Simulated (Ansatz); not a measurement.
# Li2O: the cost of one run

Method: DFT PBE, scalar-relativistic, plane waves, PAW, in Ansatz 0.2.0.

**1. Starting point**

The structure is cubic, space group Fm-3m (No. 225). The conventional cell has a = 4.610 Å, b = 4.610 Å, c = 4.610 Å, α = 90.00°, β = 90.00°, γ = 90.00°. Around Li (site symmetry -43m) lie 4 O at 2.00 Å. O (site symmetry m-3m) is surrounded by 8 Li at 2.00 Å.

Structure file:

```cif
data_structure
_symmetry_space_group_name_H-M 'P 1'
_symmetry_Int_Tables_number 1
_cell_length_a 3.2598
_cell_length_b 3.2598
_cell_length_c 3.2598
_cell_angle_alpha 60.000
_cell_angle_beta 60.000
_cell_angle_gamma 60.000
_cell_volume 24.49
loop_
_atom_site_label
_atom_site_type_symbol
_atom_site_fract_x
_atom_site_fract_y
_atom_site_fract_z
_atom_site_occupancy
Li1 Li 0.25000 0.25000 0.25000 1
Li2 Li 0.75000 0.75000 0.75000 1
O1 O 0.00000 0.00000 0.00000 1
```

The structure rests on an entry of the Crystallography Open Database; cell or positions may have been set otherwise for this series.

**2. Relaxing cell and atoms: Li2O, no spin**

Input file input.yaml:

```yaml
crystal:
  lattice:
    - [0.0, 2.305, 2.305]
    - [2.305, 0.0, 2.305]
    - [2.305, 2.305, 0.0]
  atoms:
    - { symbol: Li, position: [0.25, 0.25, 0.25] }
    - { symbol: Li, position: [0.75, 0.75, 0.75] }
    - { symbol: O, position: [0.0, 0.0, 0.0] }
scf:
  occupations: { method: gaussian, width: 0.02 }
output:
  forces: true
  stress: true
  eigenvalues: true
hamiltonian:
  xc: pbe
kpoints:
  mp_grid: { grid: [8, 8, 8] }
relax:
  f_tol: 0.005
  cell: { stress_tol: 0.02 }
```

Started as:

```bash
$ ansatz run input.yaml --threads 4 --pin off --max-ram 12288MiB --backend cpu --events-out ev --progress --plain --runs-dir out
```

What time and memory should one allow on 4 threads of Intel Xeon 6975P-C (Granite Rapids), shared host?

About 1.2 s, with a peak of 0.32 GiB.
